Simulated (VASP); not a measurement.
Ta:

```
Ta
1.0
    -1.71384    1.66380    1.60595
     1.69320   -1.68230    1.60382
     1.68622    1.65469   -1.62445
Ta
1
Direct
  0.00000 0.00000 0.00000
```

The cell isn't the ideal one: cell sheared at random, sigma 0.03, atoms nudged by 0.01 Å.

- Program: VASP 6.6.1
- Task: relaxation of cell and atoms
- Functional: r2SCAN
- Dispersion: D4
- Potentials or basis: VASP PAW PBE potentials, release 64 (Ta_pv)
- Cutoff: 600 eV
- k mesh: 8 × 8 × 8
- Occupations: methfessel-paxton, width 0.1 eV
- Spin: no spin polarisation

At the start: pressure -1.5 GPa; volume 18.00 Å³/atom.

**Question.** Where does the relaxation end?

**Answer.** Over 20 steps the energy falls by 12.4 meV/atom and the volume is 17.80 Å³/atom (-1.1 %); space group Im-3m (No. 229, to 0.05 Å).

Step by step:
```tsv
step	energy change (eV)	largest force (eV/Å)	pressure (GPa)	volume (Å³)
1	0.0000	0.0000	-1.46	18.00
2	-0.0085	0.0000	2.89	17.57
3	-0.0085	0.0000	2.66	17.58
4	-0.0113	0.0000	-0.54	17.84
5	-0.0121	0.0000	0.44	17.76
6	-0.0121	0.0000	0.51	17.76
7	-0.0123	0.0000	-0.41	17.83
8	-0.0123	0.0000	-0.20	17.81
9	-0.0124	0.0000	0.08	17.79
10	-0.0124	0.0000	0.05	17.79
11	-0.0124	0.0000	0.13	17.79
12	-0.0124	0.0000	0.09	17.79
13	-0.0124	0.0000	0.01	17.80
14	-0.0124	0.0000	0.03	17.80
15	-0.0124	0.0000	-0.07	17.80
16	-0.0124	0.0000	-0.02	17.80
17	-0.0124	0.0000	-0.03	17.80
18	-0.0124	0.0000	-0.02	17.80
19	-0.0124	0.0000	0.03	17.80
20	-0.0124	0.0000	0.01	17.80
```

Final structure:
```yaml
crystal:
  lattice:
    - [-1.64454, 1.64486, 1.64470]
    - [1.64451, -1.64490, 1.64472]
    - [1.64447, 1.64504, -1.64463]
  atoms:
    - { symbol: Ta, position: [0.00000, 0.00000, 0.00000] }
```

Caveat: the PAW data sets were made with another functional, which shifts forces and pressure a little; pairwise dispersion overbinds metals, which lowers pressure and volume.
